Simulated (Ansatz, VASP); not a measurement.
# One calculation of Al5As, two programs

```xyz
6
Lattice="0.0000 3.7679 3.7679 3.7679 0.0000 3.7679 3.7679 3.7679 0.0000" Properties=species:S:1:pos:R:3 pbc="T T T"
Al    4.7063    4.7063    4.7063
Al    4.7063    2.8294    2.8294
Al    2.8294    2.8294    4.7063
Al    2.8294    4.7063    2.8294
Al    1.8839    1.8839    1.8839
As    0.0000    0.0000    0.0000
```

Change from the starting cell: species swapped into the TmCu5 type (F-43m, No. 216).

Alike in both runs: functional PBE; k mesh 10 × 10 × 10; occupations gaussian, width 0.1 eV; no spin polarisation.

Ansatz relaxed the structure, and its values are those at the end. VASP's run is a single point on that final structure, the one shown.

|  | VASP | Ansatz |
| --- | --- | --- |
| version | VASP 6.6.1 | Ansatz 0.2.0 |
| potentials or method | VASP PAW PBE potentials, release 64 (Al, As) | scalar-relativistic, plane waves, PAW |
| plane-wave cutoff (eV) | 520 | 420 |
| valence electrons in the cell | 20 | 30 |

```csv
,VASP,Ansatz,Ansatz less VASP
gap on the k mesh at the Fermi level (eV),none,none,-
pressure (GPa),0.0,0.0,0.00
```

A gap of «none» marks a metal or a gap that the smearing closes. The two sets of potentials don't hold the same shells in valence.
